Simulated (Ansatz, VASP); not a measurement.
Two plane-wave programs on PbO

File INCAR:

```
SYSTEM = PbO
  PREC = Accurate
  ENCUT = 520
  EDIFF = 1E-8
  ISMEAR = -1
  SIGMA = 0.03
  LREAL = .FALSE.
  LASPH = .TRUE.
  NELM = 60
  ALGO = Normal
  ISIF = 2
  LWAVE = .FALSE.
  LCHARG = .FALSE.
  LEFG = .TRUE.
  NBANDS = 28
```

Contents of KPOINTS:

```
regular mesh
0
G
  7 7 6
  0 0 0
```

POSCAR

```
PbO
1.0
    3.9744000000      0.0000000000      0.0000000000
    0.0000000000      3.9744000000      0.0000000000
    0.0000000000      0.0000000000      5.0220000000
Pb O
2 2
Direct
    0.0000000000      0.5000000000      0.2351000000
    0.5000000000      0.0000000000      0.7649000000
    0.0000000000      0.0000000000      0.0000000000
    0.5000000000      0.5000000000      0.0000000000
```

Input for Ansatz:

```yaml
crystal:
  lattice:
    - [3.9744, 0.0, 0.0]
    - [0.0, 3.9744, 0.0]
    - [0.0, 0.0, 5.022]
  atoms:
    - { symbol: Pb, position: [0.0, 0.5, 0.2351] }
    - { symbol: Pb, position: [0.5, 0.0, 0.7649] }
    - { symbol: O, position: [0.0, 0.0, 0.0] }
    - { symbol: O, position: [0.5, 0.5, 0.0] }
kpoints:
  mp_grid: { grid: [7, 7, 6] }
  band_path:
    path:
      - [0.0, 0.0, 0.0]
      - [0.0, 0.5, 0.0]
      - [0.5, 0.5, 0.0]
      - [0.0, 0.0, 0.0]
      - [0.0, 0.0, 0.5]
      - [0.0, 0.5, 0.5]
      - [0.5, 0.5, 0.5]
      - [0.0, 0.0, 0.5]
      - [0.0, 0.5, 0.0]
    npoints: 14
scf:
  occupations: { method: fermi_dirac, width: 0.03 }
hamiltonian:
  xc: lda
  pseudopotentials: { kind: paw }
output:
  forces: true
  stress: true
  eigenvalues: true
  efg: { contact_densities: true }
  populations: true
  bader: true
  dos: { projected: true, de: 0.2, e_range: [-14, 8] }
  write_density: true
  write_potential: true
  elf: true
  volumetric_format: npy
```

Alike in both runs: task electric field gradients; functional LDA; k mesh 7 × 7 × 6; occupations fermi-dirac, width 0.03 eV; no spin polarisation.

|  | VASP | Ansatz |
| --- | --- | --- |
| version | VASP 6.6.1 | Ansatz 0.2.0 |
| potentials or method | VASP PAW LDA potentials, release 64 (Pb_d, O) | PAW with Ansatz's default frozen-core files, scalar-relativistic |
| plane-wave cutoff (eV) | 520 | 420 |
| valence electrons in the cell | 40 | 40 |

|  | VASP | Ansatz | Ansatz less VASP |
| --- | --- | --- | --- |
| gap on the k mesh at the Fermi level (eV) | 1.44 | 1.47 | +0.022 |
| pressure (GPa) | -1.6 | -1.8 | -0.23 |
| largest component of the traceless stress (GPa) | 0.32 | 0.32 | +0.005 |
| rms of the force components (eV/Å) | 0.039 | 0.069 | +0.0302 |
| Vzz of the field gradient on the site that differs most (V/Å²) | -225.5 | -215.7 | +9.78 |

Atom by atom the forces differ by 0.030 eV/Å (rms over components). Ansatz warned: «gradients_without_spin_orbit».

Caveats: spin-orbit coupling is left out, which as a rule narrows the gap of such compounds by several tenths of an eV; an odd mesh through Γ misses points on the zone boundary, where band edges often lie.
